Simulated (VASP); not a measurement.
# BN (Fmm2) in VASP: a series of runs, part 2 of 2

VASP 6.6.1. The steps go on from the part before.

## (3) Relaxation of cell and atoms, LDA

INCAR

```
SYSTEM = BN
ALGO = Fast ; EDIFF = 1E-6
EDIFFG = -0.005 ; ENCUT = 600
IBRION = 2 ; ISIF = 3
ISMEAR = 0 ; LASPH = .TRUE.
LCHARG = .FALSE. ; LREAL = .FALSE.
LWAVE = .FALSE. ; NELM = 100
NSW = 70 ; PREC = Accurate
SIGMA = 0.02
```

KPOINTS

```
k-points
0
G
  12 12 12
  0 0 0
```

POSCAR

```
BN
1.0
    0.0000000000      3.3394821895      2.1688319106
    1.2538424675      0.0000000000      2.1688319106
    1.2538424675      3.3394821895      0.0000000000
B N
1 1
Direct
    0.0001068737      0.0001068737      0.9998931263
    0.6665931163      0.6665931163      0.3334068837
```

Potentials or basis: VASP PAW LDA potentials, release 64 (B, N).

On the command line:

```bash
cat potpaw_LDA.64/B/POTCAR potpaw_LDA.64/N/POTCAR > POTCAR
mpirun -np 1 vasp_std > vasp.out
```

OUTCAR:

```text
SYSTEM = BN
   EDIFF = 1E-6
   EDIFFG = -0.005
   ENCUT = 600
   IBRION = 2
   ISIF = 3
   ISMEAR = 0
   LASPH = .TRUE.
   LREAL = .FALSE.
   NELM = 100
   NSW = 70
   PREC = Accurate

 ion  position               nearest neighbor table
   1  0.000  0.000  1.000-   2 1.45   2 1.45   2 1.45
   2  0.667  0.667  0.333-   1 1.45   1 1.45   1 1.45

  LATTYP: Found a face centered orthorhombic cell.
 ALAT       =     2.5076849350
 B/A-ratio  =     1.7297483271
 C/A-ratio  =     2.6633985338

  Lattice vectors:

 A1 = (   0.0000000000,   3.3394821895,   2.1688319106)
 A2 = (  -1.2538424675,   3.3394821895,   0.0000000000)
 A3 = (  -1.2538424675,   0.0000000000,   2.1688319106)

Analysis of symmetry for initial positions (statically):
=====================================================================
 Subroutine PRICEL returns:
 Original cell was already a primitive cell.

 Routine SETGRP: Setting up the symmetry group for a
 face centered orthorhombic supercell.

 Subroutine GETGRP returns: Found  4 space group operations
 (whereof  4 operations were pure point group operations)
 out of a pool of  8 trial point group operations.

The static configuration has the point symmetry C_2v.

Analysis of symmetry for dynamics (positions and initial velocities):
=====================================================================
 Subroutine PRICEL returns:
 Original cell was already a primitive cell.

 Routine SETGRP: Setting up the symmetry group for a
 face centered orthorhombic supercell.

 Subroutine GETGRP returns: Found  4 space group operations
 (whereof  4 operations were pure point group operations)
 out of a pool of  8 trial point group operations.

The dynamic configuration has the point symmetry C_2v.

 Subroutine INISYM returns: Found  4 space group operations
 (whereof  4 operations are pure point group operations),
 and found     1 'primitive' translations

[... 145 lines left out ...]
  energy without entropy =      -19.28399010  energy(sigma->0) =      -19.28399010

------------------------ aborting loop because EDIFF is reached ----------------------------------------

  FORCE on cell =-STRESS in cart. coord.  units (eV):
  Direction    XX          YY          ZZ          XY          YZ          ZX
  --------------------------------------------------------------------------------------
  -------------------------------------------------------------------------------------
  Total       -0.8077213     -0.0788148     -0.8070459      0.0000000      0.0000000      0.0000000
  in kB      -71.2515196     -6.9524865    -71.1919400      0.0000000      0.0000000      0.0000000
  external PRESSURE =     -49.7986487 kB  Pullay stress =       0.0000000 kB
[... 89 lines left out ...]
  FREE ENERGIE OF THE ION-ELECTRON SYSTEM (eV)
  ---------------------------------------------------
  free  energy   TOTEN  =       -19.2893688368 eV

  energy  without entropy=      -19.2893688368  energy(sigma->0) =      -19.28936884

[... ionic steps 4 to 12 ...]

--------------------------------------- Ionic step       13  -------------------------------------------

 number of electron       8.0000000 magnetization

------------------------ aborting loop because EDIFF is reached ----------------------------------------
[... 67 lines left out ...]
--------------------------------------- Ionic step       15  -------------------------------------------

 number of electron       8.0000000 magnetization

 Free energy of the ion-electron system (eV)
  ---------------------------------------------------
  ext. energy  EPLUGINS =         0.00000000
  ---------------------------------------------------
  free energy    TOTEN  =       -19.29049036 eV

  energy without entropy =      -19.29049036  energy(sigma->0) =      -19.29049036

 E-fermi :   2.7228     XC(G=0): -10.7062

 val. band max:        2.5926509807   @ k =   0.4167  -0.4167   0.0833
 cond. band min:       5.9051408260   @ k =   0.0000   0.5000   0.5000
 fundamental gap:      3.3124898452
 Fermi energy:         2.7228475962

 k-point     1 :       0.0000    0.0000    0.0000
  band No.  band energies     occupation
      1     -15.3082      2.00000
      2      -1.6686      2.00000
      3       1.1160      2.00000
      4       1.1205      2.00000
      5       7.4954      0.00000
      6      14.0213      0.00000
      7      14.1453      0.00000
      8      15.6554      0.00000
[... 243 lines left out ...]
 k-point    24 :      -0.4167    0.1667    0.0000
  band No.  band energies     occupation
      1     -11.7071      2.00000
      2      -6.2004      2.00000
      3      -3.0778      2.00000
      4       1.8415      2.00000
      5       7.1058      0.00000
      6      14.0451      0.00000
      7      16.0043      0.00000
      8      18.0066      0.00000

 [... further k-points ...]

------------------------ aborting loop because EDIFF is reached ----------------------------------------

  FORCE on cell =-STRESS in cart. coord.  units (eV):
  Direction    XX          YY          ZZ          XY          YZ          ZX
  --------------------------------------------------------------------------------------
  -------------------------------------------------------------------------------------
  Total        0.0019562      0.0026655      0.0008842      0.0000000      0.0000000      0.0000000
  in kB        0.1799665      0.2452262      0.0813454      0.0000000      0.0000000      0.0000000
  external PRESSURE =       0.1688460 kB  Pullay stress =       0.0000000 kB
[... 17 lines left out ...]
  FREE ENERGIE OF THE ION-ELECTRON SYSTEM (eV)
  ---------------------------------------------------
  free  energy   TOTEN  =       -19.2904903649 eV

  energy  without entropy=      -19.2904903649  energy(sigma->0) =      -19.29049036

 reached required accuracy - stopping structural energy minimisation
```

CONTCAR:

```text
BN
   1.00000000000000
     0.0000000000000000    3.2448039909406123    2.1541244100190204
     1.2457775463142142    0.0000000000000000    2.1541244100190204
     1.2457775463142142    3.2448039909406123    0.0000000000000000
  B               N
     1     1
Direct
     0.0001343966662816    0.0001343966662816    0.9998656033337184
     0.6665655933337163    0.6665655933337163    0.3334344066662838

  0.00000000E+00  0.00000000E+00  0.00000000E+00
  0.00000000E+00  0.00000000E+00  0.00000000E+00
```

Wall time 7.9 min (1 thread of Intel Xeon Platinum 8175M at 2.50GHz (Skylake/Cascade Lake), shared host); peak memory 0.18 GiB.

Results:

```
Free energy                            : -19.2905 eV
Relaxed volume                         : 8.71 Å³/atom
Relaxed cell                           : a = 3.895 Å, b = 2.488 Å, c = 3.476 Å, α = 79.66°, β = 38.94°, γ = 61.39°
Space group after relaxing (to 0.05 Å) : Fmm2 (No. 42)
Energy gained by relaxing              : 3.3 meV/atom
Ionic steps                            : 15
Pressure after relaxing                : 0.0 GPa
Band gap on the k mesh                 : 3.31 eV, indirect (least direct gap 4.43 eV)
```

Step by step:
| step | energy change (eV) | largest force (eV/Å) | pressure (GPa) | volume (Å³) |
| --- | --- | --- | --- | --- |
| 1 | 0.0000 | 0.0017 | -4.98 | 18.16 |
| 2 | 0.0161 | 0.0063 | 9.96 | 17.43 |
| 3 | -0.0054 | 0.0007 | -0.26 | 17.92 |
| 4 | -0.0054 | 0.0008 | -0.18 | 17.91 |
| 5 | -0.0055 | 0.0016 | -0.16 | 17.88 |
| 6 | -0.0058 | 0.0089 | -0.11 | 17.80 |
| 7 | -0.0063 | 0.0234 | -0.01 | 17.63 |
| 8 | -0.0063 | 0.0527 | 0.07 | 17.29 |
| 9 | -0.0065 | 0.0354 | -0.12 | 17.49 |
| 10 | -0.0064 | 0.0441 | 0.07 | 17.39 |
| 11 | -0.0065 | 0.0402 | -0.02 | 17.43 |
| 12 | -0.0063 | 0.1299 | 0.09 | 17.38 |
| 13 | -0.0065 | 0.0070 | 0.01 | 17.42 |
| 14 | -0.0065 | 0.0108 | 0.01 | 17.41 |
| 15 | -0.0065 | 0.0007 | 0.02 | 17.42 |

Final structure:
```cif
data_structure
_symmetry_space_group_name_H-M 'P 1'
_symmetry_Int_Tables_number 1
_cell_length_a 3.8947
_cell_length_b 2.4884
_cell_length_c 3.4757
_cell_angle_alpha 79.663
_cell_angle_beta 38.943
_cell_angle_gamma 61.394
_cell_volume 17.42
loop_
_atom_site_label
_atom_site_type_symbol
_atom_site_fract_x
_atom_site_fract_y
_atom_site_fract_z
_atom_site_occupancy
B1 B 0.00013 0.00013 0.99987 1
N1 N 0.66657 0.66657 0.33343 1
```
